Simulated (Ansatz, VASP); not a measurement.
**One calculation of SnO2, two programs**

Contents of INCAR:

```
  PREC = Accurate
  ENCUT = 520
  EDIFF = 1E-6
  ISMEAR = -1
  SIGMA = 0.05
  LREAL = False
  LASPH = True
  NELM = 60
  ALGO = Normal
  ISIF = 2
  LWAVE = False
  LCHARG = False
  NBANDS = 20
```

File KPOINTS:

```
Automatic mesh
0
Gamma
  10 10 10
```

File POSCAR:

```
SnO2
1.0
    1.6170930752      0.9336291223      4.8005925840
   -1.6170930752      0.9336291223      4.8005925840
    0.0000000000     -1.8672582446      4.8005925840
Sn O
1 2
Direct
    0.5000000000      0.5000000000      0.5000000000
    0.7628300000      0.7628300000      0.7628300000
    0.2371700000      0.2371700000      0.2371700000
```

The input input.yaml:

```yaml
crystal:
  lattice:
    - [1.6170930752, 0.9336291223, 4.800592584]
    - [-1.6170930752, 0.9336291223, 4.800592584]
    - [0.0, -1.8672582446, 4.800592584]
  atoms:
    - { symbol: Sn, position: [0.5, 0.5, 0.5] }
    - { symbol: O, position: [0.76283, 0.76283, 0.76283] }
    - { symbol: O, position: [0.23717, 0.23717, 0.23717] }
kpoints:
  mp_grid: { grid: [10, 10, 10] }
  band_path:
    path:
      - [0.0, 0.0, 0.0]
      - [0.5, 0.0, 0.0]
      - [0.5, 0.1918821804, -0.1918821804]
    npoints: 10
scf:
  occupations: { method: fermi_dirac, width: 0.05 }
hamiltonian:
  xc: lda
  pseudopotentials: { kind: all_electron, lapw: { basis_error: 0.002 } }
output:
  forces: true
  stress: true
  eigenvalues: true
```

Alike in both runs: functional LDA; k mesh 10 × 10 × 10; occupations fermi-dirac, width 0.05 eV; no spin polarisation.

|  | VASP | Ansatz |
| --- | --- | --- |
| version | VASP 6.6.1 | Ansatz 0.2.0 |
| potentials or method | VASP PAW LDA potentials, release 64 (Sn_d, O) | all-electron LAPW, scalar-relativistic |
| plane-wave cutoff (eV) | 520 | see its input |
| task | single point | band structure |

Ansatz gave:

```
gap on the k mesh at the Fermi level (eV)       : 1.78
least direct gap on the mesh (eV)               : 1.90
pressure (GPa)                                  : -9.1
largest component of the traceless stress (GPa) : 1.78
rms of the force components (eV/Å)              : 0.317
```

Q: Which values does VASP return?

A: gap on the k mesh at the Fermi level (eV): 1.77; least direct gap on the mesh (eV): 1.90; pressure (GPa): -8.5; largest component of the traceless stress (GPa): 1.29; rms of the force components (eV/Å): 0.291.

Atom by atom the forces differ by 0.026 eV/Å (rms over components). Ansatz ran all-electron here, so the differences hold the error of VASP's frozen core and of both bases.

Caveats: spin-orbit coupling is left out, which moves the levels of the heavy elements. A k mesh can miss the band edges.
